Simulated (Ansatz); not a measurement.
# SiO2: a relaxation, part 2 of 2

Aim: relax the cell and atoms of SiO2.

Ansatz 0.2.0; DFT PBE, scalar-relativistic, plane waves, PAW. Earlier steps stand in the parts before.

## Step 3: Relaxing cell and atoms

The input, input.yaml:

```yaml
crystal:
  lattice:
    - [4.233169, 0.0, 0.0]
    - [0.0, 4.233169, 0.0]
    - [0.0, 0.0, 2.693495]
  atoms:
    - { symbol: Si, position: [0.5, 0.5, 0.5] }
    - { symbol: Si, position: [0.0, 0.0, 0.0] }
    - { symbol: O, position: [0.693161, 0.693161, 0.0] }
    - { symbol: O, position: [0.193161, 0.806839, 0.5] }
    - { symbol: O, position: [0.306839, 0.306839, 0.0] }
    - { symbol: O, position: [0.806839, 0.193161, 0.5] }
basis:
  ecutwfc: 420
kpoints:
  mp_grid: { grid: [6, 6, 8] }
hamiltonian:
  xc: pbe
scf:
  occupations: { method: gaussian, width: 0.02 }
output:
  forces: true
  stress: true
  eigenvalues: true
relax:
  adjacent_minimum: "off"
  f_tol: 0.005
  max_steps: 80
  cell: { stress_tol: 0.05 }
```

Run with:

```console
$ ansatz run input.yaml --threads 1 --pin off --max-ram 2560MiB --backend cpu --events-out ev --progress --plain --runs-dir out
```

The program printed:

```text
Warning: RAYON_NUM_THREADS=1 ignored (pool sized by the plan → 1); use --threads N
Engine: ansatz 0.2.0, x86_64-unknown-linux-gnu
Pseudopotentials: kind: paw
Pseudopotential: Si, paw, valence charge 4, recommended cutoff 420 eV (normal), Si.paw.azcp
Pseudopotential: O, paw, valence charge 6, recommended cutoff 420 eV (normal), O.paw.azcp
Functional definition: PBE
  parameter kappa = 0.804
  parameter beta = 0.06672455060314922
  exchange = pbe_x(kappa = kappa, mu = beta*pi^2/3)
  correlation = pbe_c(beta = beta)
Crystal: 6 atoms, lattice volume = 48.267 Å³
Basis set: ecut = 420 eV, 961 PW (Γ), exchange–correlation on 60×60×40 points (8 copies of the dense FFT grid, shifted against one another)
Bands: 22, of which v1, the nominal top of the filled ones, is band 16 counted from 1 (15 counted from 0)
Symmetry: 16 space group operations
Space group: P42/mnm (ITA 136), of the structure as read, at distance tolerance 3.6e-5 Å
k-points: 50 of 288
Non-local potential: Si, projectors of the file, l = 0: 2, l = 1: 2, l = 2: 2
Non-local potential: O, projectors of the file, l = 0: 2, l = 1: 2, l = 2: 1
PAW form: soft (Blöchl's): semilocal exchange-correlation on the pseudo side does not see the compensation charge
PAW one-centre angular grid: Si, 110 points (default); XC on 64 Gauss nodes
PAW one-centre angular grid: O, 110 points (default); XC on 64 Gauss nodes
Initial density: superposition of atomic densities (neutral atoms: chi_scale 0, normalization atom), corrected by the library's trained network
Initial wavefunctions: pseudopotential atomic-orbital guess
Functional: x = pbe(κ = 0.804, μ = 0.2195149727645171), c = pbe(β = 0.06672455060314922)
SCF iter   1: F=—  HF=-3547.017540 eV  |F-HF|=—  |Δ(HF+E_count)|=         —  Δρ=2.83e-3  dr2=1.24e-3  ethr=1.77e-3  ⟨swp⟩=6.3  Hψ=6034  notcnv=0
preconditioner: auto → none  [insulator: Δε(μ)=5.031 eV  Ē_g=18.318 eV  σ=0.020 eV  W_gap=1.00  n_scr=10 (ndim 8)  ℏωp=30.2 eV  f_vac=0.000  D(μ)=0.00/eV (n_scr^D=0)  ε∞_Penn≈3.7]
SCF iter   2: F=—  HF=-3547.018383 eV  |F-HF|=—  |Δ(HF+E_count)|=   8.43e-4  Δρ=1.45e-3  dr2=3.23e-4  ethr=3.88e-6  ⟨swp⟩=2.0  Hψ=2377  notcnv=0  defer=42
SCF iter   3: F=—  HF=-3547.018494 eV  |F-HF|=—  |Δ(HF+E_count)|=   1.11e-4  Δρ=6.14e-4  dr2=5.38e-5  ethr=1.01e-6  ⟨swp⟩=2.0  Hψ=1609  notcnv=0  defer=42
SCF iter   4: F=—  HF=-3547.018526 eV  |F-HF|=—  |Δ(HF+E_count)|=   3.18e-5  Δρ=9.69e-5  dr2=3.06e-6  ethr=1.68e-7  ⟨swp⟩=2.1  Hψ=1765  notcnv=0  defer=42
SCF iter   5: F=—  HF=-3547.018525 eV  |F-HF|=—  |Δ(HF+E_count)|=   4.57e-7  Δρ=2.30e-5  dr2=1.68e-7  ethr=9.56e-9  ⟨swp⟩=2.1  Hψ=1705  notcnv=0  defer=42
SCF iter   6: F=-3547.018525 eV  HF=-3547.018525 eV  |F-HF|=5.49e-9  |Δ(HF+E_count)|=   1.21e-8  Δρ=6.16e-6  dr2=1.13e-8  ethr=3.13e-10  ⟨swp⟩=7.5  Hψ=4592  notcnv=0
SCF 1 converged in 6 iterations: F = -3547.018525 eV  dr2 = 1.13e-8
relax step   1: F+E_penalty+E_count = -3547.01852544 eV  Δ(F+E_penalty+E_count) = +0.000e0 eV  max|allowed force component| = 8.166e-3 eV/Å  Δτ_max = 0.0000 Å  P = -0.089 GPa  Ω = 48.267 Å³  (6 SCF iters, dr2 threshold 1.00e-7 eV, accepted)
Crystal: 6 atoms, lattice volume = 48.265 Å³
Initial density: handed on by an earlier stage of this run
Initial wavefunctions: those handed on with the density
iter 1 solved again at ethr=2.91e-9 eV; its pass at ethr=3.10e-3 eV (dr2=9.32e-7 eV) is discarded
SCF iter   1: F=—  HF=-3547.018594 eV  |F-HF|=—  |Δ(HF+E_count)|=         —  Δρ=7.75e-5  dr2=1.40e-6  ethr=2.91e-9  ⟨swp⟩=3.3  Hψ=6259  notcnv=0
preconditioner: auto → none  [insulator: Δε(μ)=5.034 eV  Ē_g=18.316 eV  σ=0.020 eV  W_gap=1.00  n_scr=10 (ndim 8)  ℏωp=30.2 eV  f_vac=0.000  D(μ)=0.00/eV (n_scr^D=0)  ε∞_Penn≈3.7]
SCF iter   2: F=-3547.018579 eV  HF=-3547.018579 eV  |F-HF|=5.94e-8  |Δ(HF+E_count)|=   1.45e-5  Δρ=3.49e-5  dr2=2.56e-7  ethr=1.69e-9  ⟨swp⟩=3.0  Hψ=4654  notcnv=0
SCF 2 converged in 2 iterations: F = -3547.018579 eV  dr2 = 2.56e-7
relax step   2: F+E_penalty+E_count = -3547.01857911 eV  Δ(F+E_penalty+E_count) = -5.367e-5 eV  max|allowed force component| = 1.235e-2 eV/Å  Δτ_max = 0.0001 Å  P = -0.060 GPa  Ω = 48.265 Å³  energy of the carried Pulay correction = +1.023e-5 eV  (2 SCF iters, dr2 threshold 5.40e-7 eV, accepted)
Crystal: 6 atoms, lattice volume = 48.268 Å³
iter 1 solved again at ethr=1.16e-7 eV; its pass at ethr=3.10e-3 eV (dr2=3.70e-5 eV) is discarded
SCF iter   1: F=—  HF=-3547.018645 eV  |F-HF|=—  |Δ(HF+E_count)|=         —  Δρ=3.36e-4  dr2=4.18e-5  ethr=1.16e-7  ⟨swp⟩=2.4  Hψ=5757  notcnv=0
preconditioner: auto → none  [insulator: Δε(μ)=5.042 eV  Ē_g=18.319 eV  σ=0.020 eV  W_gap=1.00  n_scr=10 (ndim 8)  ℏωp=30.2 eV  f_vac=0.000  D(μ)=0.00/eV (n_scr^D=0)  ε∞_Penn≈3.7]
SCF iter   2: F=—  HF=-3547.018621 eV  |F-HF|=—  |Δ(HF+E_count)|=   2.38e-5  Δρ=1.35e-4  dr2=4.47e-6  ethr=1.16e-7  ⟨swp⟩=2.6  Hψ=1874  notcnv=0
SCF iter   3: F=-3547.018620 eV  HF=-3547.018620 eV  |F-HF|=1.02e-8  |Δ(HF+E_count)|=   8.61e-7  Δρ=2.90e-5  dr2=1.26e-7  ethr=5.62e-10  ⟨swp⟩=3.5  Hψ=5018  notcnv=0
SCF 3 converged in 3 iterations: F = -3547.018620 eV  dr2 = 1.26e-7
relax step   3: F+E_penalty+E_count = -3547.01862010 eV  Δ(F+E_penalty+E_count) = -4.099e-5 eV  max|allowed force component| = 1.047e-3 eV/Å  Δτ_max = 0.0009 Å  P = +0.050 GPa  Ω = 48.268 Å³  energy of the carried Pulay correction = -5.718e-6 eV  (3 SCF iters, dr2 threshold 1.80e-7 eV, accepted)
Crystal: 6 atoms, lattice volume = 48.284 Å³
iter 1 solved again at ethr=8.98e-9 eV; its pass at ethr=3.10e-3 eV (dr2=2.87e-6 eV) is discarded
SCF iter   1: F=—  HF=-3547.018525 eV  |F-HF|=—  |Δ(HF+E_count)|=         —  Δρ=8.64e-5  dr2=2.59e-6  ethr=8.98e-9  ⟨swp⟩=2.6  Hψ=5406  notcnv=0
preconditioner: auto → none  [insulator: Δε(μ)=5.037 eV  Ē_g=18.313 eV  σ=0.020 eV  W_gap=1.00  n_scr=10 (ndim 8)  ℏωp=30.2 eV  f_vac=0.000  D(μ)=0.00/eV (n_scr^D=0)  ε∞_Penn≈3.7]
SCF iter   2: F=—  HF=-3547.018515 eV  |F-HF|=—  |Δ(HF+E_count)|=   9.65e-6  Δρ=3.47e-5  dr2=2.97e-7  ethr=8.09e-9  ⟨swp⟩=2.0  Hψ=1777  notcnv=0
SCF iter   3: F=—  HF=-3547.018515 eV  |F-HF|=—  |Δ(HF+E_count)|=   5.50e-8  Δρ=1.36e-5  dr2=4.68e-8  ethr=9.27e-10  ⟨swp⟩=2.2  Hψ=1704  notcnv=0
SCF iter   4: F=-3547.018515 eV  HF=-3547.018515 eV  |F-HF|=4.31e-10  |Δ(HF+E_count)|=   4.11e-9  Δρ=3.98e-6  dr2=3.78e-9  ethr=2.37e-11  ⟨swp⟩=4.1  Hψ=3701  notcnv=0
SCF 4 converged in 4 iterations: F = -3547.018515 eV  dr2 = 3.78e-9
relax step   4: F+E_penalty+E_count = -3547.01851517 eV  Δ(F+E_penalty+E_count) = +1.049e-4 eV  max|allowed force component| = 6.710e-4 eV/Å  Δτ_max = 0.0000 Å  P = -0.050 GPa  Ω = 48.284 Å³  energy of the carried Pulay correction = -1.105e-4 eV  (4 SCF iters, dr2 threshold 7.59e-9 eV, rejected (line search))
Crystal: 6 atoms, lattice volume = 48.275 Å³
iter 1 solved again at ethr=2.09e-9 eV; its pass at ethr=3.10e-3 eV (dr2=6.69e-7 eV) is discarded
SCF iter   1: F=—  HF=-3547.018582 eV  |F-HF|=—  |Δ(HF+E_count)|=         —  Δρ=4.10e-5  dr2=6.07e-7  ethr=2.09e-9  ⟨swp⟩=2.2  Hψ=5485  notcnv=0
preconditioner: auto → none  [insulator: Δε(μ)=5.040 eV  Ē_g=18.316 eV  σ=0.020 eV  W_gap=1.00  n_scr=10 (ndim 8)  ℏωp=30.2 eV  f_vac=0.000  D(μ)=0.00/eV (n_scr^D=0)  ε∞_Penn≈3.7]
SCF iter   2: F=—  HF=-3547.018572 eV  |F-HF|=—  |Δ(HF+E_count)|=   9.33e-6  Δρ=1.41e-5  dr2=5.05e-8  ethr=1.90e-9  ⟨swp⟩=2.0  Hψ=1853  notcnv=0
SCF iter   3: F=—  HF=-3547.018572 eV  |F-HF|=—  |Δ(HF+E_count)|=   1.29e-8  Δρ=4.82e-6  dr2=6.75e-9  ethr=1.58e-10  ⟨swp⟩=2.1  Hψ=1691  notcnv=0
SCF iter   4: F=—  HF=-3547.018572 eV  |F-HF|=—  |Δ(HF+E_count)|=  1.35e-10  Δρ=9.45e-7  dr2=2.23e-10  ethr=2.11e-11  ⟨swp⟩=2.0  Hψ=1900  notcnv=0
SCF iter   5: F=-3547.018572 eV  HF=-3547.018572 eV  |F-HF|=1.36e-12  |Δ(HF+E_count)|=  6.28e-11  Δρ=1.11e-7  dr2=2.74e-12  ethr=1.00e-12  ⟨swp⟩=4.0  Hψ=3699  notcnv=0
SCF 5 converged in 5 iterations: F = -3547.018572 eV  dr2 = 2.74e-12
relax step   5: F+E_penalty+E_count = -3547.01857241 eV  Δ(F+E_penalty+E_count) = +4.769e-5 eV  max|allowed force component| = 2.713e-5 eV/Å  Δτ_max = 0.0000 Å  P = +0.001 GPa  Ω = 48.275 Å³  energy of the carried Pulay correction = -5.463e-5 eV  (5 SCF iters, accepted)
Basis set: ecut = 420 eV, 961 PW (Γ), exchange–correlation on 60×60×36 points (8 copies of the dense FFT grid, shifted against one another)
Initial wavefunctions: pseudopotential atomic-orbital guess (no wavefunctions were taken with the density)
iter 1 solved again at ethr=1.93e-7 eV; its pass at ethr=3.10e-3 eV (dr2=6.18e-5 eV) is discarded
SCF iter   1: F=—  HF=-3547.018948 eV  |F-HF|=—  |Δ(HF+E_count)|=         —  Δρ=2.44e-5  dr2=3.52e-8  ethr=1.93e-7  ⟨swp⟩=3.0  Hψ=9172  notcnv=0
eigensolver tolerance schedule: the retry pair's looser diagonalisation over-reported the residual by 1754.04 of it (diagonalisation noise at 0.12 of the residual, at the tolerance the schedule requests for it); recorded, not acted on — ethr = c·dr2/N_el stays at c = 1.0e-1
SCF iter   2: F=—  HF=-3547.018930 eV  |F-HF|=—  |Δ(HF+E_count)|=   1.77e-5  Δρ=1.17e-5  dr2=1.05e-8  ethr=1.10e-10  ⟨swp⟩=2.5  Hψ=2038  notcnv=0
SCF iter   3: F=—  HF=-3547.018930 eV  |F-HF|=—  |Δ(HF+E_count)|=   8.22e-8  Δρ=5.18e-6  dr2=1.46e-9  ethr=3.28e-11  ⟨swp⟩=2.1  Hψ=1713  notcnv=0
SCF iter   4: F=-3547.018930 eV  HF=-3547.018930 eV  |F-HF|=5.46e-11  |Δ(HF+E_count)|=   1.93e-8  Δρ=4.59e-7  dr2=5.10e-11  ethr=1.00e-12  ⟨swp⟩=3.1  Hψ=4621  notcnv=0
SCF 6 converged in 4 iterations: F = -3547.018930 eV  dr2 = 5.10e-11
relax step   6: F+E_penalty+E_count = -3547.01893046 eV  Δ(F+E_penalty+E_count) = -3.580e-4 eV  max|allowed force component| = 1.074e-5 eV/Å  Δτ_max = 0.0000 Å  P = +0.006 GPa  Ω = 48.275 Å³  stress off target by 7.14e-2 GPa  SCF on the basis re-selected at this cell (its energy is not comparable with the rows above)  (4 SCF iters)
basis re-selected at this cell: Δ(F+E_penalty+E_count) = -3.580e-4 eV, ΔP = +0.006 GPa vs the last step (what re-selecting the basis moved, of the pressure what is left beyond the Pulay correction that the steps carried, after the strain that the cell walked since its last selection, with what the two solves' SCF thresholds leave and, on support functions, any second-order correction that the steps lacked; it is no measure of the basis error at this ecutwfc). The dense FFT grid was sized anew with the basis: this SCF ran on 30×30×18 points, the steps before it on 30×30×20, so part of this shift can come from that change (see relax.cell in the input reference). This SCF's stress stands 7.14e-2 GPa from its target on what of the cell is left free (relax.cell.stress_tol is 5.00e-2 GPa) and its largest allowed force component is 1.07e-5 eV/Å (relax.f_tol is 5.00e-3 eV/Å): not within both, so this SCF does not close the relaxation
Crystal: 6 atoms, lattice volume = 48.280 Å³
iter 1 solved again at ethr=2.23e-9 eV; its pass at ethr=3.10e-3 eV (dr2=7.14e-7 eV) is discarded
SCF iter   1: F=—  HF=-3547.018917 eV  |F-HF|=—  |Δ(HF+E_count)|=         —  Δρ=5.63e-5  dr2=1.11e-6  ethr=2.23e-9  ⟨swp⟩=3.0  Hψ=6050  notcnv=0
SCF iter   2: F=—  HF=-3547.018899 eV  |F-HF|=—  |Δ(HF+E_count)|=   1.81e-5  Δρ=2.51e-5  dr2=1.59e-7  ethr=2.23e-9  ⟨swp⟩=2.1  Hψ=1846  notcnv=0
SCF iter   3: F=—  HF=-3547.018899 eV  |F-HF|=—  |Δ(HF+E_count)|=   2.22e-8  Δρ=6.97e-6  dr2=1.38e-8  ethr=4.97e-10  ⟨swp⟩=2.6  Hψ=1964  notcnv=0
SCF iter   4: F=-3547.018899 eV  HF=-3547.018899 eV  |F-HF|=4.52e-10  |Δ(HF+E_count)|=   2.63e-9  Δρ=2.10e-6  dr2=1.00e-9  ethr=3.98e-11  ⟨swp⟩=4.0  Hψ=3643  notcnv=0
SCF 7 converged in 4 iterations: F = -3547.018899 eV  dr2 = 1.00e-9
relax step   7: F+E_penalty+E_count = -3547.01889913 eV  Δ(F+E_penalty+E_count) = +3.133e-5 eV  max|allowed force component| = 1.448e-4 eV/Å  Δτ_max = 0.0001 Å  P = +0.000 GPa  Ω = 48.280 Å³  energy of the carried Pulay correction = -3.494e-5 eV  (4 SCF iters, dr2 threshold 1.27e-8 eV, accepted)
iter 1 solved again at ethr=1.99e-7 eV; its pass at ethr=3.10e-3 eV (dr2=6.36e-5 eV) is discarded
SCF iter   1: F=—  HF=-3547.018998 eV  |F-HF|=—  |Δ(HF+E_count)|=         —  Δρ=6.51e-6  dr2=7.14e-9  ethr=1.99e-7  ⟨swp⟩=3.0  Hψ=9173  notcnv=0
eigensolver tolerance schedule: the retry pair's looser diagonalisation over-reported the residual by 8908.01 of it (diagonalisation noise at 1.33 of the residual, at the tolerance the schedule requests for it); recorded, not acted on — ethr = c·dr2/N_el stays at c = 1.0e-1
SCF iter   2: F=—  HF=-3547.018979 eV  |F-HF|=—  |Δ(HF+E_count)|=   1.87e-5  Δρ=3.43e-6  dr2=2.96e-9  ethr=2.23e-11  ⟨swp⟩=3.0  Hψ=2510  notcnv=0
SCF iter   3: F=—  HF=-3547.018979 eV  |F-HF|=—  |Δ(HF+E_count)|=  3.77e-11  Δρ=2.08e-6  dr2=5.18e-10  ethr=9.25e-12  ⟨swp⟩=2.6  Hψ=1738  notcnv=0
SCF iter   4: F=-3547.018979 eV  HF=-3547.018979 eV  |F-HF|=2.14e-11  |Δ(HF+E_count)|=  8.51e-10  Δρ=4.48e-7  dr2=5.82e-11  ethr=1.00e-12  ⟨swp⟩=3.0  Hψ=4629  notcnv=0
SCF 8 converged in 4 iterations: F = -3547.018979 eV  dr2 = 5.82e-11
relax step   8: F+E_penalty+E_count = -3547.01897936 eV  Δ(F+E_penalty+E_count) = -8.023e-5 eV  max|allowed force component| = 1.382e-4 eV/Å  Δτ_max = 0.0000 Å  P = +0.001 GPa  Ω = 48.280 Å³  stress off target by 3.72e-3 GPa  SCF on the basis re-selected at this cell (its energy is not comparable with the rows above)  (4 SCF iters)
basis re-selected at this cell: Δ(F+E_penalty+E_count) = -8.023e-5 eV, ΔP = +0.001 GPa vs the last step (what re-selecting the basis moved, of the pressure what is left beyond the Pulay correction that the steps carried, after the strain that the cell walked since its last selection, with what the two solves' SCF thresholds leave and, on support functions, any second-order correction that the steps lacked; it is no measure of the basis error at this ecutwfc). This SCF's stress stands 3.72e-3 GPa from its target on what of the cell is left free (relax.cell.stress_tol is 5.00e-2 GPa) and its largest allowed force component is 1.38e-4 eV/Å (relax.f_tol is 5.00e-3 eV/Å): within both
SCF converged after 4 iterations
Free energy (F): -3547.018979 eV
Harris-Foulkes:  -3547.018979 eV  (|F-HF|=2.14e-11)
Internal energy: -3547.018979 eV  (E = F + TS)
E sigma→0 (E₀):  -3547.018979 eV
Fermi energy:    12.516915 eV
--- Per-component energies (eV) ---
  E_band       = 52.991808
  E_kinetic    = 810.599950
  E_local      = -1244.800183  (includes V_loc(G=0)·N_el)
  E_nonlocal   = 235.671784
  E_hartree    = 440.947342
  E_xc         = -411.041340
  E_vxc        = -478.422943  (∫ρ·V_xc dr)
  E_paw        = -1661.190330  (= ΣΔE_a)
  E_vpaw       = -151.962022  (= ΣTr[D̂ρ^β])
  E_aug_tail   = 0.010307  (compensation charges beyond the density's cutoff)
  E_ewald      = -1717.216510
  E_smearing   = -0.000000  (= −TS)
  E_closure    = 0.000000  (closes the sum)
  Σ components = -3547.018979   (vs F -3547.018979, Δ=0.00e0)
--- Forces (eV/Å), atoms counted from 1 ---
  atom   1  Si    -0.00000000    -0.00000000     0.00000000
  atom   2  Si     0.00000000     0.00000000     0.00000000
  atom   3  O      0.00013822     0.00013822    -0.00000000
  atom   4  O      0.00013822    -0.00013822    -0.00000000
  atom   5  O     -0.00013822    -0.00013822     0.00000000
  atom   6  O     -0.00013822     0.00013822     0.00000000
  max |Σ_I F_I| component: 4.34e-19 eV/Å
--- Stress (GPa, compression-positive) ---
        0.003721      -0.000000       0.000000
       -0.000000       0.003721      -0.000000
        0.000000      -0.000000      -0.003226
  P = ⅓ Tr σ = 0.0014 GPa (0.014 kbar)
--- Band table (eV; the first three rows and the last of 50) ---
  k-point 0: bands = ["-12.1951", "-8.7414", "-8.7414", "-8.5789", "-0.5998", "3.7823", "3.7823", "4.0761", "4.8026", "5.0516", "6.9863", "6.9863", "7.5036", "9.1476", "9.1476", "9.9969", "15.0369", "16.6239", "18.3163", "18.3163", "21.0994", "21.5304"]
  k-point 1: bands = ["-11.9945", "-8.6405", "-8.6405", "-8.5529", "-0.5248", "3.9536", "3.9536", "4.2520", "4.2965", "4.7657", "6.3133", "6.3133", "6.7705", "9.0055", "9.0055", "9.8251", "15.7843", "17.6619", "19.1783", "19.1783", "20.2902", "22.4263"]
  k-point 2: bands = ["-11.4202", "-8.5767", "-8.3815", "-8.3815", "-0.3633", "3.4134", "3.6583", "4.4293", "4.4293", "4.9368", "4.9480", "4.9480", "5.6368", "8.5537", "8.5537", "9.2735", "16.9961", "19.5242", "20.0218", "20.9714", "20.9714", "23.5050"]
  k-point 49: bands = ["-9.3234", "-9.3234", "-8.1737", "-8.1737", "-0.4892", "-0.4892", "2.1299", "2.1299", "5.5366", "5.5366", "5.6771", "5.6771", "8.2698", "8.2698", "8.5299", "8.5299", "16.8325", "16.8325", "20.6991", "20.6991", "21.6063", "21.6063"]
--- Relaxed structure (6 steps of the walk, 5 accepted, 2 SCFs on fresh bases) ---
  F+E_penalty+E_count = -3547.01897936 eV   max|allowed force component| = 1.382e-4 eV/Å   (the final SCF, on the basis selected at the relaxed cell)
  cell:  # Å, volume = 48.2798 Å³
    - [4.23611652459663, 7.280090003931702e-34, -2.113232419982807e-33]
    - [7.280090003931702e-34, 4.23611652459663, 3.3587799792863544e-34]
    - [-1.3535193598214969e-33, 2.1371358148724746e-34, 2.6904781099316994]
  atoms:
    - { symbol: Si, position: [0.5, 0.5, 0.5] }
    - { symbol: Si, position: [-1.867546710523526e-21, -4.001885808264682e-21, -5.0362823144292476e-36] }
    - { symbol: O, position: [0.6930152168389625, 0.6930152168389625, 3.462552323835795e-35] }
    - { symbol: O, position: [0.19301521683896244, 0.8069847831610373, 0.5] }
    - { symbol: O, position: [0.30698478316103744, 0.30698478316103744, -2.79396084362447e-35] }
    - { symbol: O, position: [0.8069847831610373, 0.19301521683896244, 0.5] }
```

It took 57 s on 1 thread of AMD EPYC, shared host; peak memory 0.39 GiB.

The steps of the relaxation:

| step | E - E(step 1) (eV/cell) | largest force component (eV/Å) | pressure (GPa) | volume (Å³) |
| --- | --- | --- | --- | --- |
| 1 | 0.0000 | 0.0082 | -0.09 | 48.27 |
| 2 | -0.0001 | 0.0123 | -0.06 | 48.27 |
| 3 | -0.0001 | 0.0010 | 0.05 | 48.27 |
| 4 | 0.0000 | 0.0007 | -0.05 | 48.28 |
| 5 | 0.0000 | 0.0000 | 0.00 | 48.28 |
| 6 | -0.0004 | 0.0000 | 0.01 | 48.28 |
| 7 | -0.0004 | 0.0001 | 0.00 | 48.28 |
| 8 | -0.0005 | 0.0001 | 0.00 | 48.28 |

Step 1 is the start. Steps 6, 8 each repeat the geometry before them on a plane-wave basis chosen anew, so the energy can jump there without any move. Step 4 was tried and not accepted.

|  | before | after | change |
| --- | --- | --- | --- |
| a (Å) | 4.233 | 4.236 | +0.1 % |
| b (Å) | 4.233 | 4.236 | +0.1 % |
| c (Å) | 2.693 | 2.690 | -0.1 % |
| volume (Å³/atom) | 8.04 | 8.05 | 0.0 % |
| shortest distance (Å) | 1.775 | 1.774 | -0.1 % |
| space group (0.01 Å) | P4_2/mnm | P4_2/mnm | same |

Forces and stress were held to the start's 16 operations: a distortion of lower symmetry was not tested.

## Step 4: What came out

This closing draws on all 2 parts.

| quantity | value |
| --- | --- |
| relaxed cell | a = 4.236 Å, b = 4.236 Å, c = 2.690 Å, α = 90.00°, β = 90.00°, γ = 90.00° |
| space group (0.01 Å) | P4_2/mnm (No. 136) |
| volume | 8.05 Å³/atom |
| formation energy (elements from runs with the same settings, not shown) | -2.59 eV/atom |
| gap on the mesh | 5.04 eV |

In words: Relaxation left the volume within 0.5 % of the start.

These are semilocal Kohn-Sham gaps, which aren't the measured quantity. Such gaps usually fall short of the measured ones.
